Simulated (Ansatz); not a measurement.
# ZrS2 (P-3m1), elastic constants by finite strains: input and output

Method: PBEsol, all-electron LAPW in Ansatz 0.2.0, scalar-relativistic.

The cell comes from a PAW relaxation under the same functional.

The structure is one entry of a database and needn't be the stable phase.

Command line:

```sh
ansatz run input.yaml --threads 2 --pin off --max-ram 5120MiB --backend cpu --events-out ev --progress --plain --runs-dir out
```

Input:

```yaml
crystal:
  lattice:
    - [3.62758580568, 0.0, 0.0]
    - [-1.81379290284, 3.14158146213, 0.0]
    - [0.0, 0.0, 5.88664775624]
  atoms:
    - { symbol: Zr, position: [0.0, 0.0, 0.0] }
    - { symbol: S, position: [0.666666666667, 0.333333333333, 0.753176276703] }
    - { symbol: S, position: [0.333333333333, 0.666666666667, 0.246823723297] }
kpoints:
  mp_grid: { grid: [8, 8, 4] }
scf:
  occupations: { method: fixed }
hamiltonian:
  xc: pbesol
  pseudopotentials: { kind: all_electron, lapw: { basis_error: 0.0005 } }
elastic:
  mode: relaxed_ion
  stencil: two_point
  amplitude: 0.008
```

Output:

```
Warning: RAYON_NUM_THREADS=2 ignored (pool sized by the plan → 2); use --threads N
LAPW: plane waves up to 8.167 Å⁻¹, error target 5.0e-4 eV per atom; small_component_spin mean_spin; S in spheres of 1.126 Å, 14 of its electrons in bands, Dirac shells []; Zr in spheres of 1.347 Å, 30 of its electrons in bands, ...
Engine: ansatz 0.2.0, aarch64-unknown-linux-gnu
Pseudopotentials: kind: all_electron
Pseudopotential: Zr, LAPW, valence charge 30, lapw/all_electron/scalar/gaussian/Zr, Koelling and Harmon's equation, gaussian nucleus
Pseudopotential: S, LAPW, valence charge 14, lapw/all_electron/scalar/gaussian/S, Koelling and Harmon's equation, gaussian nucleus
Functional definition: PBEsol
  exchange = pbesol_x
  correlation = pbesol_c
davidson cushion auto → on  (no smearing: the cushion is to keep the highest requested band from converging to the state above it; pin scf.eigensolver.cushion to override)
Crystal: 3 atoms, lattice volume = 67.086 Å³
Basis set: ecut = 254.10179295198526 eV, 615 PW (Γ), exchange–correlation at level 2
Bands: 35, of which v1, the nominal top of the filled ones, is band 29 counted from 1 (28 counted from 0)
Symmetry: 12 space group operations
Space group: P-3m1 (ITA 164), of the structure as read, at distance tolerance 4.1e-5 Å
k-points: 35 of 256
Non-local potential: Zr, projectors of the file, none
Non-local potential: S, projectors of the file, none
Initial density: superposition of atomic densities (chi_scale 0.1, normalization cell, long waves kept (reshape's long-wave potential 0.14 eV rms))
Initial wavefunctions: plane waves of lowest kinetic energy (no species holds an atomic orbital)
Functional: x = pbesol(κ = 0.804, μ = 0.12345679012345678), c = pbesol(β = 0.046)
iter 1 solved again at ethr=3.41e-3 eV; its pass at ethr=1.00e-1 eV (dr2=1.98e0 eV) is discarded
SCF iter   1: F=—  HF=-119568.431364 eV  |F-HF|=—  |Δ(HF+E_count)|=         —  Δρ=4.47e-2  dr2=1.98e0  ethr=3.41e-3  ⟨swp⟩=2.0  Hψ=8193  notcnv=0
preconditioner: auto → Resta (q_TF=auto, 2.663 Å⁻¹)  ε∞=4.6  [insulator: Δε(μ)=1.559 eV  Ē_g=9.572 eV  n_scr=22 (ndim 8)  ℏωp=18.1 eV  f_vac=0.105  ε∞_Penn≈4.6]
SCF iter   2: F=—  HF=-119567.776505 eV  |F-HF|=—  |Δ(HF+E_count)|=   6.55e-1  Δρ=1.81e-2  dr2=4.17e-1  ethr=3.41e-3  ⟨swp⟩=2.3  Hψ=3623  notcnv=0
SCF iter   3: F=—  HF=-119567.709357 eV  |F-HF|=—  |Δ(HF+E_count)|=   6.71e-2  Δρ=1.08e-2  dr2=1.17e-1  ethr=7.19e-4  ⟨swp⟩=3.0  Hψ=3636  notcnv=0
iter 4 solved again at ethr=9.96e-6 eV; its pass at ethr=2.01e-4 eV (dr2=5.78e-3 eV) is discarded
SCF iter   4: F=—  HF=-119567.692339 eV  |F-HF|=—  |Δ(HF+E_count)|=         —  Δρ=2.30e-3  dr2=5.72e-3  ethr=9.96e-6  ⟨swp⟩=2.4  Hψ=6345  notcnv=0
the basis was enlarged: its passes take 249.5 KiB over the memory plan, 2 of 2 planned eigensolver slots
SCF iter   5: F=—  HF=-119567.693988 eV  |F-HF|=—  |Δ(HF+E_count)|=   1.65e-3  Δρ=5.80e-4  dr2=2.69e-4  ethr=9.86e-6  ⟨swp⟩=3.0  Hψ=3868  notcnv=0
SCF iter   6: F=—  HF=-119567.694326 eV  |F-HF|=—  |Δ(HF+E_count)|=   3.38e-4  Δρ=1.44e-4  dr2=2.93e-5  ethr=4.64e-7  ⟨swp⟩=3.6  Hψ=4005  notcnv=0
[... 133 lines left out ...]
SCF 31 converged in 2 iterations: F = -119567.694280 eV  dr2 = 5.93e-14
SCF converged after 10 iterations
Free energy (F): -119567.694365 eV
Harris-Foulkes:  -119567.694365 eV  (|F-HF|=4.37e-11)
Internal energy: -119567.694365 eV  (E = F + TS)
E sigma→0 (E₀):  -119567.694365 eV
Fermi energy:    8.303896 eV
--- Per-component energies (eV) ---
  E_band       = -6813.801424
  E_kinetic    = 122869.929106
  E_xc         = -4415.766016
  E_electrostatic = -238021.857454  (all electrons and nuclei)
  E_smearing   = -0.000000  (= −TS)
  E_closure    = 0.000000  (closes the sum)
  Σ components = -119567.694365   (vs F -119567.694365, Δ=0.00e0)
  Basis errors (estimates in eV, not in F): energy 2.7e-4 per atom: plane waves 2.6e-4 (1.5e-4 summed), levels above the bands 0.0e0, relativity 3.4e-8, radial functions 1.4e-5, core shells 3.1e-10; eigenvalues (radial functions ...
--- Forces (eV/Å), atoms counted from 1 ---
  atom   1  Zr    -0.00000000     0.00000000     0.00000000
  atom   2  S      0.00000000    -0.00000000     0.00000003
  atom   3  S      0.00000000     0.00000000    -0.00000003
  max |Σ_I F_I| component: 1.32e-23 eV/Å
--- Stress (GPa, compression-positive) ---
        0.055185       0.000000       0.000000
        0.000000       0.055185      -0.000000
        0.000000       0.000000       0.006547
  P = ⅓ Tr σ = 0.0390 GPa (0.390 kbar)
--- Elastic constants: 3 strain directions × 2 members + reference (group order 12) ---
  dense FFT box of the reference and of every strained cell: 20×20×32
  strains applied: 11, 33, 23; error gains: componentwise 1.00 (the most a stress slope's error grows in a printed constant), spectral 1.41 (1 for all six strains in a standard setting)
  reference relaxed by the batch: 3 steps; max|allowed force component| 6.84e-4 eV/Å at the deck's positions, 4.87e-8 at the last accepted step, 2.72e-8 by the solve of record
  largest displacement 5.9e-5 Å; the constants are those of the deck's cell at these positions:
  atoms:
    - { symbol: Zr, position: [-4.173080535918319e-36, 3.405804029319189e-36, 0.0] }
    - { symbol: S, position: [0.6666666666666667, 0.3333333333333334, 0.7531863669374688] }
    - { symbol: S, position: [0.3333333333333334, 0.6666666666666669, 0.24681363306253135] }
  C = ∂σ_k/∂η_j (tension-positive GPa; Voigt order 11 22 33 23 13 12):
       132.741     25.165      2.355     -1.258     -0.000      0.000
        25.165    132.741      2.355      1.258      0.000     -0.000
         2.275      2.275     20.814     -0.000      0.000      0.000
        -1.260      1.260     -0.000      6.426     -0.000      0.000
         0.000      0.000      0.000     -0.000      6.426     -1.260
        -0.000      0.000      0.000      0.000     -1.258     53.788
  reference stress σ⁰ (GPa):     -0.055     -0.055     -0.007      0.000     -0.000     -0.000
  no Pulay correction (none for the plane-wave cutoff is built on LAPW): the batch's stresses and constants are at fixed plane waves
  C* (energy form; C + prestress term) asymmetry max|C*_kj − C*_jk| = 3.153e-2 GPa — a small one proves nothing (zero by symmetry where the batch's group is 432, −43m or m−3m); a large one is finite-difference/SCF noise where ...
  moduli (Voigt/Reuss/Hill, GPa): K = 38.43/17.22/27.82   G = 30.43/11.89/21.16   E = 50.64   ν = 0.197
  mechanically stable: yes (min eigenvalue of sym C = 6.39 GPa)
  where every solve meets its electron count the energy-path curvature estimates C_jj along a normal strain and C_jj − ¼(σ⁰_aa + σ⁰_bb) along a shear (ab), closely only under elastic.basis: deformed
  strain η (Voigt 11):  stress-route row diagonal C_11 = 132.74 GPa, energy-path curvature d²(F+E_count)/dδ²/Ω₀ = 132.72 GPa
         δ    σ_11 (GPa)             F (eV)   n_scf  n_hpsi   n_pw
    -8.000e-3      -1.1419     -119567.6923738       2   20800    640   relax 5 steps, max|allowed force component| 1.16e-5 eV/Å
     8.000e-3       0.9820     -119567.6927988       2   20845    640   relax 3 steps, max|allowed force component| 3.19e-5 eV/Å
  strain η (Voigt 33):  stress-route row diagonal C_33 = 20.81 GPa, energy-path curvature d²(F+E_count)/dδ²/Ω₀ = 20.77 GPa
         δ    σ_33 (GPa)             F (eV)   n_scf  n_hpsi   n_pw
    -8.000e-3      -0.1901     -119567.6940453       2    9330    640   relax 3 steps, max|allowed force component| 6.09e-6 eV/Å
     8.000e-3       0.1429     -119567.6941273       2    9366    640   relax 3 steps, max|allowed force component| 8.91e-6 eV/Å
  strain η (Voigt 23):  stress-route row diagonal C_44 = 6.43 GPa, energy-path curvature d²(F+E_count)/dδ²/Ω₀ = 6.44 GPa
         δ    σ_23 (GPa)             F (eV)   n_scf  n_hpsi   n_pw
    -8.000e-3      -0.0526     -119567.6942769       2   20821    640   relax 4 steps, max|allowed force component| 8.11e-6 eV/Å
     8.000e-3       0.0502     -119567.6942796       2   20814    640   relax 3 steps, max|allowed force component| 4.52e-5 eV/Å
```

Self-consistency was reached.

### Elastic moduli

Elastic constants of a crystal by Kohn-Sham DFT: slopes of the stress over finite engineering strains of the given cell, Voigt indices, Cartesian axes as in the input; Hill averages of a grain aggregate, Debye temperature from the mean sound speed over directions.

* Bulk modulus: 27.82 GPa
* Shear modulus: 21.16 GPa
* Young modulus: 50.64 GPa
* Poisson ratio: 0.1966
* Bulk over shear modulus: 1.315
* Elastic anisotropy index: 9.024
* Least young modulus: 17.43 GPa
* Largest young modulus: 127.8 GPa
* Longitudinal sound speed: 3818 m/s
* Transverse sound speed: 2346 m/s
* Elastic debye temperature: 218.3 K
* Linear compressibility (x, y, z): 5.647, 5.647, 46.79 1/TPa

**Elastic constants**

* Pressure at rest: 0.039 GPa
* Least elastic eigenvalue: 6.39 GPa
* Elastically stable: yes

```csv
index,elastic (GPa)
11,132.7
12,25.16
13,2.32
14,-1.26
33,20.81
44,6.43
```

Strained cells:

Stress of each strained cell less that at rest, tension positive.

```
strain component  strain  stress xx (GPa)  stress yy (GPa)  stress zz (GPa)  stress yz (GPa)  stress xz (GPa)  stress xy (GPa)  relaxation steps
              xx  -0.008           -1.087          -0.2031          -0.0182           0.0105                0                0                 5
              xx   0.008            1.037           0.1995           0.0182          -0.0097                0                0                 3
              zz  -0.008          -0.0227          -0.0227          -0.1836                0                0                0                 3
              zz   0.008            0.015            0.015           0.1494                0                0                0                 3
              yz  -0.008           0.0091          -0.0106          -0.0039          -0.0526                0                0                 4
              yz   0.008           -0.011           0.0096          -0.0038           0.0502                0                0                 3
```

Keep in mind: no dispersion correction, so the spacing and stiffness between layers or molecules are poor.

Time and hardware: 5.5 min on 2 threads of Arm Neoverse V2 (shared host), peak memory 0.58 GiB.
